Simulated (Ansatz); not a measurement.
## Response of CdS to small distortions

```xyz
2
Lattice="0.0000 2.9430 2.9430 2.9430 0.0000 2.9430 2.9430 2.9430 0.0000" Properties=species:S:1:pos:R:3 pbc="T T T"
Cd    0.0000    0.0000    0.0000
S     4.4144    4.4144    4.4144
```

Atom numbers follow the list: Cd1, S2.

The cell is the one relaxed in the Materials Project (mp-2469), not relaxed further here; entries there can be hypothetical.

The calculation used DFT, PBEsol, all-electron LAPW, scalar-relativistic (Ansatz 0.2.0).

The runs use a Γ-centred 7×7×7 k mesh, Fermi–Dirac smearing of 0.02 eV, basis error target 0.5 meV/atom, no spin polarisation.

The unchanged cell is at -1.78 GPa.

Semilocal functionals give too small gaps.

x, y and z are the Cartesian axes of the cell as listed; fractional coordinates follow a strain, and an engineering shear is twice the off-diagonal strain component.

With this change (equal xy, yz and zx engineering shear strains of -2 %), what becomes of the energy and stress and forces and gap?

Energy change +5 meV/atom; stress change (xx, yy, zz, yz, xz, xy) 0.11, 0.11, 0.11, 1.00, 1.00, 1.00 GPa, compression positive; change of the force on Cd1 (0.121, 0.121, 0.121) eV/Å; gap on the k mesh 0.95 → 0.90 eV.

With this change (equal xy, yz and zx engineering shear strains of +1 %), what becomes of the energy and stress and forces and gap?

Energy change +1 meV/atom; stress change (xx, yy, zz, yz, xz, xy) 0.03, 0.03, 0.03, -0.46, -0.46, -0.46 GPa, compression positive; change of the force on Cd1 (-0.050, -0.050, -0.050) eV/Å; gap on the k mesh 0.95 → 0.93 eV.

With this change (equal xy, yz and zx engineering shear strains of +3 %), what becomes of the energy and stress and forces and gap?

Energy change +9 meV/atom; stress change (xx, yy, zz, yz, xz, xy) 0.22, 0.22, 0.22, -1.31, -1.31, -1.31 GPa, compression positive; change of the force on Cd1 (-0.132, -0.132, -0.132) eV/Å; gap on the k mesh 0.95 → 0.90 eV.

With this change (equal xy, yz and zx engineering shear strains of -3 %), what becomes of the energy and stress and forces and gap?

Energy change +11 meV/atom; stress change (xx, yy, zz, yz, xz, xy) 0.24, 0.24, 0.24, 1.54, 1.54, 1.54 GPa, compression positive; change of the force on Cd1 (0.193, 0.193, 0.193) eV/Å; gap on the k mesh 0.95 → 0.88 eV.

With equal xy, yz and zx engineering shear strains of -1 %: energy change +1 meV/atom; stress change (xx, yy, zz, yz, xz, xy) 0.03, 0.03, 0.03, 0.49, 0.49, 0.49 GPa, compression positive; change of the force on Cd1 (0.057, 0.057, 0.057) eV/Å; gap on the k mesh 0.95 → 0.92 eV.

With equal xy, yz and zx engineering shear strains of +2 %: energy change +4 meV/atom; stress change (xx, yy, zz, yz, xz, xy) 0.10, 0.10, 0.10, -0.90, -0.90, -0.90 GPa, compression positive; change of the force on Cd1 (-0.094, -0.094, -0.094) eV/Å; gap on the k mesh 0.95 → 0.92 eV.
